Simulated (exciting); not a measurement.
# Core excitons at the Br K edge of LiBr

How far do the exchange and direct terms reshape the Br K edge of LiBr?

Method: X-ray absorption, core-level Bethe-Salpeter equation, exchange and statically screened direct term, Tamm-Dancoff, all-electron LAPW+lo PBEsol, in exciting sodium.

### Step 1. The starting structure

It takes space group Fm-3m (No. 225, cubic). Conventional cell: a = 5.501 Å, b = 5.501 Å, c = 5.501 Å, α = 90.00°, β = 90.00°, γ = 90.00°. Br has 6 Li at 2.75 Å nearest. Nearest to Li lie 6 Br at 2.75 Å. Farther neighbours and most contacts between anions are not listed.

Coordinates:

```
Br Li
1.0
     0.00000    2.75065    2.75065
     2.75065    0.00000    2.75065
     2.75065    2.75065    0.00000
Br Li
1 1
Direct
  0.50000 0.50000 0.50000
  0.00000 0.00000 0.00000
```

Differences between curves are given as r.m.s. difference over r.m.s. height.

### Step 2. Ground state

The species files are the program's own, with muffin-tin radii set in the input.

The input, input.xml:

```
<input>
  <title>LiBr</title>
  <structure speciespath="." autormt="false" epslat="1.0e-5">
    <crystal>
      <basevect>0.0000000000 5.1979751637 5.1979751637</basevect>
      <basevect>5.1979751637 0.0000000000 5.1979751637</basevect>
      <basevect>5.1979751637 5.1979751637 0.0000000000</basevect>
    </crystal>
    <species speciesfile="Br.xml" rmt="2.300">
      <atom coord="0.5000000000 0.5000000000 0.5000000000"/>
    </species>
    <species speciesfile="Li.xml" rmt="2.300">
      <atom coord="0.0000000000 0.0000000000 0.0000000000"/>
    </species>
  </structure>
  <groundstate do="fromscratch" xctype="GGA_PBE_SOL" ngridk="4 4 4" rgkmax="7" gmaxvr="14" nempty="8" swidth="0.001" maxscl="100" epsengy="1e-5"/>
</input>
```

Command:

```sh
$ OMP_NUM_THREADS=1 mpirun -n 2 exciting
```

Numbers of over 12 decimals in the logs are rounded to 6 here.

What it wrote:

```text
EXCITING SODIUM started
********************************************************************************
* Ground-state run starting from atomic densities                              *
********************************************************************************
+ Starting initialization                                                      +
[... lattice and species ...]
 Spin treatment                             :    spin-unpolarised
 Number of Bravais lattice symmetries       :      48
[...]
+ Self-consistent loop stopped                                                 +
 STATE.OUT is written
********************************************************************************
* Groundstate module stopped                                                   *
********************************************************************************
 Total time spent (seconds)                 :        19.11
- CAUTION! Warnings have been written in file WARNING.OUT !                    -
| EXCITING SODIUM stopped                                                      =
[key lines of the parts left out:]
Total energy                               :     -2612.51593528
Fermi energy                               :         0.10509254
```

The job ended after 21 s (2 MPI ranks of Arm Neoverse V2, shared host).

The warnings file holds hints only, no warning.

The mesh shows a gap of 4.78 eV. Core levels (Dirac, from the valence top):

```
atom  level  energy (eV)
  Br  2s1/2      -1723.1
  Br  2p1/2      -1551.3
  Br  2p3/2      -1503.8
  Br  3s1/2       -229.7
  Br  3p1/2       -170.0
  Br  3p3/2       -163.1
```

### Step 3. A richer basis for the empty states

Each species file gets more local orbitals, built from u and its energy derivative at 0.15 Ha and u at 0.9 Ha.

input.xml is that of step 2.

The input, SPECIES.xml, added lines:

```
<lo l="L">  <!-- L = 0, 1, 2 -->
  <wf matchingOrder="0" trialEnergy="0.1500" searchE="false"/>
  <wf matchingOrder="1" trialEnergy="0.1500" searchE="false"/>
  <wf matchingOrder="0" trialEnergy="0.9000" searchE="false"/>
</lo>
```

Command:

```sh
$ OMP_NUM_THREADS=1 mpirun -n 2 exciting
```

What it wrote:

```text
EXCITING SODIUM started
********************************************************************************
* Ground-state run starting from atomic densities                              *
********************************************************************************
+ Starting initialization                                                      +
[... lattice and species ...]
 Spin treatment                             :    spin-unpolarised
 Number of Bravais lattice symmetries       :      48
[...]
+ Self-consistent loop stopped                                                 +
 STATE.OUT is written
********************************************************************************
* Groundstate module stopped                                                   *
********************************************************************************
 Total time spent (seconds)                 :        12.03
- CAUTION! Warnings have been written in file WARNING.OUT !                    -
| EXCITING SODIUM stopped                                                      =
[key lines of the parts left out:]
Total energy                               :     -2612.51627531
Fermi energy                               :         0.10542502
```

The job ended after 14 s (2 MPI ranks).

Against the first ground state the total energy moves by -5 meV an atom and the gap by -0.01 eV.

### Step 4. Screening, kernels and BSE for Br atom 1

The absorber has 6 Li at 2.75 Å (octahedral, site symmetry m-3m).

input.xml, as its differences from that of step 3:

```diff
@@ -15,3 +15,20 @@
   </structure>
-  <groundstate do="fromscratch" xctype="GGA_PBE_SOL" ngridk="4 4 4" rgkmax="7" gmaxvr="14" nempty="8" swidth="0.001" maxscl="100" epsengy="1e-5"/>
+  <groundstate do="skip" xctype="GGA_PBE_SOL" ngridk="4 4 4" rgkmax="7" gmaxvr="14" nempty="8" swidth="0.001" maxscl="100" epsengy="1e-5"/>
+  <xs xstype="BSE" ngridk="5 5 5" ngridq="5 5 5" vkloff="0.097 0.273 0.493" rgkmax="7" nempty="21" gqmax="3" lmaxapwwf="5" lmaxemat="2" broad="0.04630" tevout="true">
+    <energywindow intv="488.339 489.956" points="439"/>
+    <screening screentype="full" nempty="38"/>
+    <BSE xas="true" xasspecies="1" xasatom="1" xasedge="K" bsetype="singlet" nstlxas="1 17"/>
+    <qpointset>
+      <qpoint>0 0 0</qpoint>
+    </qpointset>
+    <plan>
+      <doonly task="xsgeneigvec"/>
+      <doonly task="writepmatxs"/>
+      <doonly task="scrgeneigvec"/>
+      <doonly task="scrwritepmat"/>
+      <doonly task="screen"/>
+      <doonly task="scrcoulint"/>
+      <doonly task="exccoulint"/>
+    </plan>
+  </xs>
 </input>
```

The input, input.xml for the last start (plan only):

```
  <plan>
    <doonly task="bse"/>
  </plan>
```

Command:

```sh
$ OMP_NUM_THREADS=1 mpirun -n 2 exciting
$ OMP_NUM_THREADS=2 exciting
```

What it wrote:

```text
| EXCITING SODIUM started for task xsgeneigvec ( 301)                          =
One-shot GS runs for BSE calculations
One-shot GS runs for k+qmt/2 grids
Info(xsgeneigvec): Generating eigenvectors for Q-point      1
Info(xsgeneigvec): Generation of eigenvectors finished
| EXCITING SODIUM started for task writepmatxs ( 320)                          =
Info(writepmatxs): Momentum matrix elements finished
| EXCITING SODIUM started for task scrgeneigvec ( 401)                         =
One-shot GS runs for BSE calculations
One-shot GS runs for k+qmt/2 grids
[...]
Info(setup_bse_block): Setting up RR part of hamiltonian
Info(setup_bse_block): Singlet spin state
Info(bse): Diagonalizing RR Hamiltonian (TDA)
Info(bse): Invoking Lapack routine ZHEEVR
      4250 eigen solutions found in the interval:
         i1=       1 i2=    4250
Info(bse): Writing excition energies and oscillator strengths to text file.
Info(makespectrum_dist): Making spectrum using formula for coupling with time reversed AR basis.
Info(makespectrum_dist): Using formalism for vanishing momentum transfer.
Info(writederived): Writing quantities derived from the macroscopic dielectric function.
Info(bselauncher): Spectrum finished for iqmt=  1
Info(bselauncher): All done for BSE type singlet
```

Run time: 21 min. Hardware: 2 MPI ranks.

Wall time by task: xsgeneigvec 3.3 s, writepmatxs 11 s, scrgeneigvec 2.8 s, scrwritepmat 1.6 s, screen 85 s, scrcoulint 7.1 min, exccoulint 11 min, bse 59 s.

The Br K spectrum of Br atom 1 (energy from the Kohn–Sham onset, core level to the lowest empty state found on the meshes used, 13300.37 eV; the ground-state mesh sets it, and the shifted mesh has its lowest transition 0.30 eV above it; Im ε scaled to the maximum of the singlet run; cut below the end of the band set):

| E (eV) | Im ε |
| --- | --- |
| -8.5 | 0.03 |
| -8.0 | 0.03 |
| -7.5 | 0.03 |
| -7.0 | 0.04 |
| -6.5 | 0.04 |
| -6.0 | 0.04 |
| -5.5 | 0.05 |
| -5.0 | 0.06 |
| -4.5 | 0.07 |
| -4.0 | 0.08 |
| -3.5 | 0.09 |
| -3.0 | 0.11 |
| -2.5 | 0.14 |
| -2.0 | 0.18 |
| -1.5 | 0.24 |
| -1.0 | 0.33 |
| -0.5 | 0.46 |
| 0.0 | 0.63 |
| 0.5 | 0.80 |
| 1.0 | 0.92 |
| 1.5 | 0.98 |
| 2.0 | 1.00 |
| 2.5 | 0.95 |
| 3.0 | 0.85 |
| 3.5 | 0.74 |
| 4.0 | 0.63 |
| 4.5 | 0.53 |
| 5.0 | 0.45 |
| 5.5 | 0.38 |
| 6.0 | 0.34 |
| 6.5 | 0.30 |
| 7.0 | 0.26 |
| 7.5 | 0.23 |
| 8.0 | 0.21 |
| 8.5 | 0.20 |
| 9.0 | 0.20 |
| 9.5 | 0.20 |
| 10.0 | 0.22 |
| 10.5 | 0.24 |
| 11.0 | 0.27 |
| 11.5 | 0.29 |
| 12.0 | 0.31 |
| 12.5 | 0.33 |
| 13.0 | 0.34 |
| 13.5 | 0.34 |
| 14.0 | 0.34 |
| 14.5 | 0.34 |
| 15.0 | 0.33 |
| 15.5 | 0.32 |
| 16.0 | 0.30 |
| 16.5 | 0.28 |
| 17.0 | 0.25 |
| 17.5 | 0.24 |

Maxima (height): 1.8 eV (1.00) and 13.3 eV (0.34).

The Hamiltonian has 4250 rows. The lowest groups of eigenvalues and the brightest ones, on the scale above (the program counts from the shifted mesh's onset, 0.30 eV higher). Core spinors bring spin-forbidden partners, so dark means forbidden by spin or by symmetry, and the shifted mesh splits states that symmetry would keep together:

```csv
energy (eV),states within 10 meV,relative strength
-1.123,2,0.0013
-0.206,2,0.13
0.031,2,0.31
0.071,2,0.096
0.135,2,0.080
0.172,2,0.026
0.203,4,0.51
0.290,2,0.84
0.421,2,0.67
0.804,4,1.00
1.959,4,0.57
2.095,4,0.77
2.319,2,0.67
```

### Step 5. Independent particles

input.xml, as its differences from that of step 4:

```diff
@@ -19,3 +19,3 @@
     <screening screentype="full" nempty="38"/>
-    <BSE xas="true" xasspecies="1" xasatom="1" xasedge="K" bsetype="singlet" nstlxas="1 17"/>
+    <BSE xas="true" xasspecies="1" xasatom="1" xasedge="K" bsetype="IP" nstlxas="1 17"/>
     <qpointset>
@@ -24,9 +24,3 @@
     <plan>
-      <doonly task="xsgeneigvec"/>
-      <doonly task="writepmatxs"/>
-      <doonly task="scrgeneigvec"/>
-      <doonly task="scrwritepmat"/>
-      <doonly task="screen"/>
-      <doonly task="scrcoulint"/>
-      <doonly task="exccoulint"/>
+      <doonly task="bse"/>
     </plan>
```

Command:

```sh
$ OMP_NUM_THREADS=2 exciting
```

What it wrote:

```text
| EXCITING SODIUM started for task bse ( 445)                                  =
Info(bselauncher): Init time:    0.465608
Info(bselauncher): Setting up and diagonalizing BSE Hamiltonian.
Info(bselauncher): Using momentum transfer vectors from list :   1 to  1
Info(bselauncher): Distributing qmt-points over   1 processes.
Info(bselauncher): BSE type: IP
Info(bselauncher): Momentum transfer list index: iqmt=  1
Info(bselauncher): Momentum transfer: vqmtl=   0.000   0.000   0.000
Info(bse): Inspecting occupations...
Info(setranges_modxs): Number of non-reduced k-points:      125
[...]
highest unoccupied state:  27
  Opening gap with a scissor of:      0.000/H      0.000/eV
Info(select_transitions): Number of participating transitions:    4250
Info(bse): Selecting transitions...
Info(bse):bsegap (eV): 13300.673101
Info(bse): IP requested, nothing much to do
Info(bse): Writing excition energies and oscillator strengths to text file.
Info(makespectrum_dist): Making spectrum using formula for coupling with time reversed AR basis.
Info(makespectrum_dist): Using formalism for vanishing momentum transfer.
Info(writederived): Writing quantities derived from the macroscopic dielectric function.
Info(bselauncher): Spectrum finished for iqmt=  1
Info(bselauncher): All done for BSE type IP
```

Elapsed: 1.5 s, on 2 threads.

Maxima (height): 5.4 eV (0.78) and 16.4 eV (0.42). The spectrum differs from the singlet run by 65 % r.m.s. Moving the earlier curve by +3.3 eV leaves 22 %. The highest maximum lies at 5.4 eV (0.78), against 1.8 eV (1.00).

### Step 6. Exchange alone

input.xml, as its differences from that of step 5:

```diff
@@ -19,3 +19,3 @@
     <screening screentype="full" nempty="38"/>
-    <BSE xas="true" xasspecies="1" xasatom="1" xasedge="K" bsetype="IP" nstlxas="1 17"/>
+    <BSE xas="true" xasspecies="1" xasatom="1" xasedge="K" bsetype="RPA" nstlxas="1 17"/>
     <qpointset>
```

Command:

```sh
$ OMP_NUM_THREADS=2 exciting
```

What it wrote:

```text
| EXCITING SODIUM started for task bse ( 445)                                  =
Info(bselauncher): Init time:    0.466306
Info(bselauncher): Setting up and diagonalizing BSE Hamiltonian.
Info(bselauncher): Using momentum transfer vectors from list :   1 to  1
Info(bselauncher): Distributing qmt-points over   1 processes.
Info(bselauncher): BSE type: RPA
Info(bselauncher): Momentum transfer list index: iqmt=  1
Info(bselauncher): Momentum transfer: vqmtl=   0.000   0.000   0.000
Info(bse): Inspecting occupations...
Info(setranges_modxs): Number of non-reduced k-points:      125
[...]
Info(setup_bse_block): Setting up RR part of hamiltonian
Info(setup_bse_block): Using RPA approximation
Info(bse): Diagonalizing RR Hamiltonian (TDA)
Info(bse): Invoking Lapack routine ZHEEVR
      4250 eigen solutions found in the interval:
         i1=       1 i2=    4250
Info(bse): Writing excition energies and oscillator strengths to text file.
Info(makespectrum_dist): Making spectrum using formula for coupling with time reversed AR basis.
Info(makespectrum_dist): Using formalism for vanishing momentum transfer.
Info(writederived): Writing quantities derived from the macroscopic dielectric function.
Info(bselauncher): Spectrum finished for iqmt=  1
Info(bselauncher): All done for BSE type RPA
```

Run time: 60 s. Hardware: 2 threads.

Maxima (height): 5.4 eV (0.78) and 16.4 eV (0.42). The spectrum is that of the independent-particle run within 1 %.

### Step 7. A changed run

In this try the input is made faulty on purpose, to show what that does.

input.xml, as its differences from that of step 6:

```diff
@@ -18,4 +18,4 @@
     <energywindow intv="488.339 489.956" points="439"/>
-    <screening screentype="full" nempty="38"/>
-    <BSE xas="true" xasspecies="1" xasatom="1" xasedge="K" bsetype="RPA" nstlxas="1 17"/>
+    <screening screentype="full" nempty="8"/>
+    <BSE xas="true" xasspecies="1" xasatom="1" xasedge="K" bsetype="singlet" nstlxas="1 17"/>
     <qpointset>
@@ -24,3 +24,6 @@
     <plan>
-      <doonly task="bse"/>
+      <doonly task="scrgeneigvec"/>
+      <doonly task="scrwritepmat"/>
+      <doonly task="screen"/>
+      <doonly task="scrcoulint"/>
     </plan>
```

The input, input.xml for the last start (plan only):

```
  <plan>
    <doonly task="bse"/>
  </plan>
```

Command:

```sh
$ OMP_NUM_THREADS=1 mpirun -n 2 exciting
$ OMP_NUM_THREADS=2 exciting
```

What it wrote:

```text
| EXCITING SODIUM started for task scrgeneigvec ( 401)                         =
One-shot GS runs for BSE calculations
One-shot GS runs for k+qmt/2 grids
Info(xsgeneigvec): Generating eigenvectors for Q-point      1
Using screening GS parameters.
Info(xsgeneigvec): Generation of eigenvectors finished
| EXCITING SODIUM started for task scrwritepmat ( 420)                         =
Info(writepmatxs): Momentum matrix elements finished
Info(scrwritepmat): Momentum matrix elements for screening finished
| EXCITING SODIUM started for task screen ( 430)                               =
[...]
Info(setup_bse_block): Setting up RR part of hamiltonian
Info(setup_bse_block): Singlet spin state
Info(bse): Diagonalizing RR Hamiltonian (TDA)
Info(bse): Invoking Lapack routine ZHEEVR
      4250 eigen solutions found in the interval:
         i1=       1 i2=    4250
Info(bse): Writing excition energies and oscillator strengths to text file.
Info(makespectrum_dist): Making spectrum using formula for coupling with time reversed AR basis.
Info(makespectrum_dist): Using formalism for vanishing momentum transfer.
Info(writederived): Writing quantities derived from the macroscopic dielectric function.
Info(bselauncher): Spectrum finished for iqmt=  1
Info(bselauncher): All done for BSE type singlet
```

Run time: 8.8 min. Hardware: 2 MPI ranks.

Wall time by task: scrgeneigvec 3.1 s, scrwritepmat 1.4 s, screen 35 s, scrcoulint 7.1 min, bse 60 s.

The input has a fault: far too few empty states in the screening. Against the singlet run the r.m.s. difference is 6 %. The highest maximum lies at 1.6 eV (1.02), against 1.8 eV (1.00). Too few states underscreen, so the attraction is too strong.

| E (eV) | first run | this run |
| --- | --- | --- |
| -8.0 | 0.03 | 0.03 |
| -7.0 | 0.04 | 0.04 |
| -6.0 | 0.04 | 0.05 |
| -5.0 | 0.06 | 0.06 |
| -4.0 | 0.08 | 0.08 |
| -3.0 | 0.11 | 0.12 |
| -2.0 | 0.18 | 0.20 |
| -1.0 | 0.33 | 0.37 |
| 0.0 | 0.63 | 0.71 |
| 1.0 | 0.92 | 0.98 |
| 2.0 | 1.00 | 1.01 |
| 3.0 | 0.85 | 0.82 |
| 4.0 | 0.63 | 0.60 |
| 5.0 | 0.45 | 0.42 |
| 6.0 | 0.34 | 0.32 |
| 7.0 | 0.26 | 0.25 |
| 8.0 | 0.21 | 0.20 |
| 9.0 | 0.20 | 0.19 |
| 10.0 | 0.22 | 0.22 |
| 11.0 | 0.27 | 0.26 |
| 12.0 | 0.31 | 0.31 |
| 13.0 | 0.34 | 0.33 |
| 14.0 | 0.34 | 0.33 |
| 15.0 | 0.33 | 0.33 |
| 16.0 | 0.30 | 0.29 |
| 17.0 | 0.25 | 0.25 |

### Step 8. From independent particles to the full kernel

| level | curve passes 0.15 (eV) | highest maximum (eV) | its height |
| --- | --- | --- | --- |
| IP | 0.5 | 5.4 | 0.78 |
| RPA | 0.5 | 5.4 | 0.78 |
| singlet | -2.4 | 1.8 | 1.00 |

```
E (eV)    IP   RPA  singlet
  -8.0  0.02  0.02     0.03
  -7.0  0.02  0.02     0.04
  -6.0  0.02  0.02     0.04
  -5.0  0.03  0.03     0.06
  -4.0  0.03  0.03     0.08
  -3.0  0.04  0.04     0.11
  -2.0  0.05  0.05     0.18
  -1.0  0.08  0.08     0.33
   0.0  0.12  0.12     0.63
   1.0  0.20  0.20     0.92
   2.0  0.31  0.31     1.00
   3.0  0.44  0.44     0.85
   4.0  0.62  0.62     0.63
   5.0  0.76  0.76     0.45
   6.0  0.73  0.73     0.34
   7.0  0.58  0.58     0.26
   8.0  0.44  0.44     0.21
   9.0  0.32  0.32     0.20
  10.0  0.26  0.26     0.22
  11.0  0.25  0.25     0.27
  12.0  0.27  0.27     0.31
  13.0  0.31  0.31     0.34
  14.0  0.35  0.35     0.34
  15.0  0.38  0.38     0.33
  16.0  0.41  0.41     0.30
  17.0  0.41  0.41     0.25
```

### Step 9. Summary of results

| Property | Result |
| --- | --- |
| absorber and edge | Br K, atom 1 |
| surroundings | 6 Li at 2.75 Å (octahedral, site symmetry m-3m) |
| first bright state | -0.21 eV from the Kohn–Sham onset, on this mesh |
| highest maximum | 1.8 eV |
| cost of the BSE run | 21 min on 2 MPI ranks of Arm Neoverse V2, shared host; the last task ran on as many threads |

Is a core exciton bound? Undecided on this mesh: the first bright state (over 5 % of the brightest) lies at -0.21 eV from the Kohn–Sham onset and at -0.51 eV from the lowest bare transition of its own mesh; weaker or dark states reach down to -1.12 eV. Exchange alone changes the independent-particle spectrum by 0.0 % r.m.s. A mesh of 125 points doesn't converge binding energies. Exchange and the short-range direct term aren't converged in the kernel cutoff. The zero comes from the unshifted 4×4×4 ground-state mesh; it is exact only where the band minimum lies on that mesh. The Kohn–Sham onset, 13300 eV, is no photon energy: the scale needs a rigid shift. No quasiparticle correction widens the gap or stretches the bands. Vibrations and energy-dependent lifetimes are left out. The structure is a published determination, not relaxed.

[Banner, clock and machine lines of the logs are left out without a mark of their own.]

[Logs are printed without paths, hosts, clocks, repeated set-up lines and the standing remarks that a program may print on its own settings, such as how far it seeks lower states.]

[Hosts, paths, dates, database ids (printed as entryN), source tags and the programs' standing remarks are cut or masked in the printed files.]
